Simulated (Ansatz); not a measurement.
# Equation of state of K under HSE06

Space group Im-3m (No. 229). a = 5.395 Å, b = 5.395 Å, c = 5.395 Å, α = 90.00°, β = 90.00°, γ = 90.00°
```tsv
atom	site	symmetry	x	y	z
K	2a	m-3m	0.0000	0.0000	0.0000
```

The cell was scaled at fixed shape and fractions and run with Ansatz, Ansatz PAW polarizable, cutoff 420 eV; HSE06, k mesh 5 × 5 × 5 on the cell of 1 atom, gaussian occupations of 0.05 eV, no spin polarisation, no spin-orbit coupling. The potentials were made for PBE. Energies are those that the program minimises, any entropy of the smearing included. For a metal such a mesh isn't converged to the digits shown.

| V (Å³/atom) | energy over the lowest row (meV/atom) |
| --- | --- |
| 73.8075 | 0.478 |
| 75.3779 | 0.000 |
| 76.9482 | 0.241 |
| 78.5186 | 1.128 |
| 80.0890 | ? |
| 81.6594 | 4.607 |
| 83.2297 | 7.098 |

Question: Fit the third-order Birch-Murnaghan form, give V0, B0 and B′, and predict the energy left open.

Answer: With y = (V0/V)^(2/3), E = E0 + (9 V0 B0/16) [(y - 1)³ B′ + (y - 1)² (6 - 4y)]. Least squares through the rows shown give V0 = 75.6144 Å³/atom, E0 = -0.007 meV, B0 = 3.458 GPa (1 eV/Å³ = 160.218 GPa) and B′ = 3.75, with a largest miss of 0.001 meV. At V = 80.0890 the form with these constants gives 2.601 meV; the run gave 2.600 meV an atom. Measured volume: 75.88 Å³/atom at 293.15 K (a printed reference work), so the fit lies -0.4 % from it. The runs are for a static lattice.
